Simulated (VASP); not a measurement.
# PbTe: forms and broadenings of the independent-particle spectrum

PbTe, Fm-3m (no. 225), 2 atoms in the cell. PBE, independent-particle dielectric function; PAW potentials Pb_d, Te (PBE set).

## Input

INCAR.step1:
```
SYSTEM = TePb
PREC = Accurate
ENCUT = 280
ISMEAR = 0
SIGMA = 0.02
EDIFF = 1E-8
LASPH = .TRUE.
KPAR = 4
LWAVE = .FALSE.
LCHARG = .FALSE.
LEPSILON = .TRUE.
```

INCAR.step2, as INCAR.step1 but for:
```
- LWAVE = .FALSE.
- LEPSILON = .TRUE.
+ LWAVE = .TRUE.
+ NBANDS = 42
```

INCAR.step3:
```
SYSTEM = TePb
PREC = Accurate
ENCUT = 280
ISMEAR = 0
SIGMA = 0.02
EDIFF = 1E-7
LASPH = .TRUE.
KPAR = 4
LWAVE = .FALSE.
LCHARG = .FALSE.
LOPTICS = .TRUE.
NBANDS = 42
NEDOS = 2000
CSHIFT = 0.1
ALGO = None
NELM = 1
ISTART = 1
```

INCAR.step4, as INCAR.step3 but for:
```
+ LNABLA = .TRUE.
```

INCAR.step5, as INCAR.step4 but for:
```
- LNABLA = .TRUE.
+ LPEAD = .TRUE.
+ IPEAD = 1
```

INCAR.step6, as INCAR.step5 but for:
```
- IPEAD = 1
+ IPEAD = 3
```

INCAR.step7 changes the same tag again: IPEAD = 4.

INCAR.step8, as INCAR.step7 but for:
```
- CSHIFT = 0.1
- LPEAD = .TRUE.
- IPEAD = 4
+ CSHIFT = 0.01
```

INCAR.step9, as INCAR.step8 but for:
```
- CSHIFT = 0.01
+ CSHIFT = 0.05
```

INCAR.step10 changes the same tag again: CSHIFT = 0.03.

INCAR.step11, as INCAR.step10 but for:
```
- ISMEAR = 0
- CSHIFT = 0.03
+ ISMEAR = -5
+ CSHIFT = 0.1
```

INCAR.step12, as INCAR.step11 but for:
```
- ISMEAR = -5
- SIGMA = 0.02
+ ISMEAR = 0
+ SIGMA = 0.2
```

INCAR.step13, as INCAR.step12 but for:
```
- SIGMA = 0.2
+ SIGMA = 0.02
+ OMEGAMAX = 12
```

INCAR.step14, as INCAR.step13 but for:
```
- OMEGAMAX = 12
+ OMEGAMAX = 60
```

KPOINTS:
```
k-points
0
Gamma
  10 10 10
```

POSCAR:
```
TePb
1.0
    0.0000000000      3.2310000000      3.2310000000
    3.2310000000      0.0000000000      3.2310000000
    3.2310000000      3.2310000000      0.0000000000
Pb Te
1 1
Direct
    0.0000000000      0.0000000000      0.0000000000
    0.5000000000      0.5000000000      0.5000000000
```

Commands (each step's output is kept before the next begins):
```
cat potpaw_PBE.64/Pb_d/POTCAR potpaw_PBE.64/Te/POTCAR > POTCAR
cp INCAR.step1 INCAR
mpirun -np 4 vasp_std > vasp.out
rm WAVECAR CHG
cp INCAR.step2 INCAR
mpirun -np 4 vasp_std > vasp.out
cp INCAR.step3 INCAR
mpirun -np 4 vasp_std > vasp.out
cp INCAR.step4 INCAR
mpirun -np 4 vasp_std > vasp.out
cp INCAR.step5 INCAR
mpirun -np 4 vasp_std > vasp.out
cp INCAR.step6 INCAR
mpirun -np 4 vasp_std > vasp.out
cp INCAR.step7 INCAR
mpirun -np 4 vasp_std > vasp.out
cp INCAR.step8 INCAR
mpirun -np 4 vasp_std > vasp.out
cp INCAR.step9 INCAR
mpirun -np 4 vasp_std > vasp.out
cp INCAR.step10 INCAR
mpirun -np 4 vasp_std > vasp.out
cp INCAR.step11 INCAR
mpirun -np 4 vasp_std > vasp.out
cp INCAR.step12 INCAR
mpirun -np 4 vasp_std > vasp.out
cp INCAR.step13 INCAR
mpirun -np 4 vasp_std > vasp.out
cp INCAR.step14 INCAR
mpirun -np 4 vasp_std > vasp.out
```

## Result

- Direct gap on the mesh (eV): 0.74
- Gap on the mesh (eV): 0.74
- Bands: 42

One ground state, settings moved in the last step alone:

| Settings | ε at zero frequency | Mean energy of the absorption, weighted by Im ε (eV) | Time (s) |
|---|---|---|---|
| longitudinal form, CSHIFT 0.1 | 29.30 | 3.12 | 4 |
| transversal form (LNABLA) | 29.71 | 3.16 | 4 |
| finite differences (LPEAD), order 1 | 25.59 | 3.38 | 6 |
| finite differences (LPEAD), order 3 | 28.33 | 3.18 | 8 |
| finite differences (LPEAD), order 4 | 28.59 | 3.17 | 11 |
| CSHIFT 0.01 | 29.38 | 3.12 | 4 |
| CSHIFT 0.05 | 29.36 | 3.09 | 4 |
| CSHIFT 0.03 | 29.37 | 3.08 | 3 |
| tetrahedron method | 24.15 | 3.54 | 3 |
| SIGMA 0.2 | 29.45 | 3.12 | 4 |
| OMEGAMAX 12, which cuts the spectrum short | 29.07 | 3.11 | 3 |
| OMEGAMAX 60 | 29.30 | 3.12 | 4 |

The mean energy covers the spectrum up to 12 eV.

On the same mesh, density-functional perturbation theory with local fields gives ε = 28.77.

Limits: Spin-orbit coupling is left out, which can matter with atoms this heavy.

VASP 6.6.1 took 234 s on 4 cores (Intel Xeon Platinum 8488C (Sapphire Rapids)), a shared host.
